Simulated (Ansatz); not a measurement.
**MgAl₂O₄ in the spinel structure (space group Fd-3m, No. 227)**

```yaml
crystal:
  lattice:
    - [0.00000, 4.05294, 4.05294]
    - [4.05294, 0.00000, 4.05294]
    - [4.05294, 4.05294, 0.00000]
  atoms:
    - { symbol: Mg, position: [0.75000, 0.75000, 0.75000] }
    - { symbol: Mg, position: [0.50000, 0.50000, 0.50000] }
    - { symbol: Al, position: [0.62500, 0.12500, 0.12500] }
    - { symbol: Al, position: [0.12500, 0.12500, 0.62500] }
    - { symbol: Al, position: [0.12500, 0.62500, 0.12500] }
    - { symbol: Al, position: [0.12500, 0.12500, 0.12500] }
    - { symbol: O, position: [0.36146, 0.36146, 0.36146] }
    - { symbol: O, position: [0.33438, 0.88854, 0.88854] }
    - { symbol: O, position: [0.36146, 0.36146, 0.91562] }
    - { symbol: O, position: [0.88854, 0.33438, 0.88854] }
    - { symbol: O, position: [0.91562, 0.36146, 0.36146] }
    - { symbol: O, position: [0.88854, 0.88854, 0.88854] }
    - { symbol: O, position: [0.36146, 0.91562, 0.36146] }
    - { symbol: O, position: [0.88854, 0.88854, 0.33438] }
```

All numbers come from PBEsol (Ansatz, an electronic-structure program, PAW, without spin-orbit coupling). Γ-centred 6×6×6 mesh, Fermi–Dirac width 0.05 eV.

```yaml
volume_per_atom: 9.51 Å³
density: 3.55 g/cm³
band_gap: 5.21 eV, indirect, K–Γ (71 % along) → Γ
electron_mass: 0.37 mₑ
Lowest conduction-band minima above the VBM: Γ 5.21 eV
total_energy: -745.083 eV/atom (σ→0; compares only within this code and set-up)
```

Effective masses come from finite differences of ±0.01 Å⁻¹. Whether these cells are dynamically stable was not tested.
